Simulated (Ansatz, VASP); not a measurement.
# One calculation of PbS, two programs

```xyz
2
Lattice="4.1699 0.0000 0.0000 -2.0850 3.6112 0.0000 0.0000 0.0000 3.8625" Properties=species:S:1:pos:R:3 pbc="T T T"
Pb    0.0000    0.0000    0.0000
S     2.0850    1.2037    1.9312
```

Change from the starting cell: volume scaled by 1.06.

Alike in both runs: task single point; functional LDA; k mesh 8 × 8 × 7; occupations fermi-dirac, width 0.05 eV; no spin polarisation.

|  | VASP | Ansatz |
| --- | --- | --- |
| version | VASP 6.6.1 | Ansatz 0.2.0 |
| potentials or method | VASP PAW LDA potentials, release 64 (Pb_d, S), cutoff 520 eV | all-electron LAPW, scalar-relativistic |

Ansatz gave:

* gap on the k mesh at the Fermi level (eV): 0.31
* least direct gap on the mesh (eV): 1.53
* pressure (GPa): -6.5
* largest component of the traceless stress (GPa): 1.02

Question: Which values does VASP return?

Answer: gap on the k mesh at the Fermi level (eV): 0.29; least direct gap on the mesh (eV): 1.52; pressure (GPa): -6.5; largest component of the traceless stress (GPa): 1.00.

Ansatz ran all-electron here, so the differences hold the error of VASP's frozen core and of both bases.

Caveats: spin-orbit coupling is left out, which as a rule narrows the gap of such compounds by several tenths of an eV; an odd mesh through Γ misses points on the zone boundary, where band edges often lie.
